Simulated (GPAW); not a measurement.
A run of GPAW 26.7.0 is set up as follows.

The input POSCAR:

```
Ge
1.0
   -2.4958980000      2.6508630000      1.4369470000
    2.4958980000     -2.6508630000      1.4369470000
    2.4958980000      2.6508630000     -1.4369470000
Ge
2
Direct
    0.3140570000      0.0640570000      0.2500000000
    0.6859430000      0.9359430000      0.7500000000
```

Potentials or basis: GPAW PAW data sets (gpaw-data 1.2.1), pw.

Command:

```bash
$ OMP_NUM_THREADS=1 gpaw run POSCAR -p 'mode=PW(600),xc=PBE,kpts={size:(11,11,11),gamma:True},occupations={name:fermi-dirac,width:0.05},nbands=11,convergence={density:1e-05,energy:1e-05},maxiter=150,txt=gpaw.txt' --properties efs -w gs.gpw
```

Problem. What does it give for the largest force?

Solution. 0.055 eV/Å.

Problem. Predict the pressure.

Solution. 1.0 GPa.

Problem. Predict the band gap on the k mesh.

Solution. None (metal or under the smearing width).

Forces on the atoms (eV/Å):
```
Ge   0.000  0.000  0.055
Ge   0.000  0.000 -0.055
```
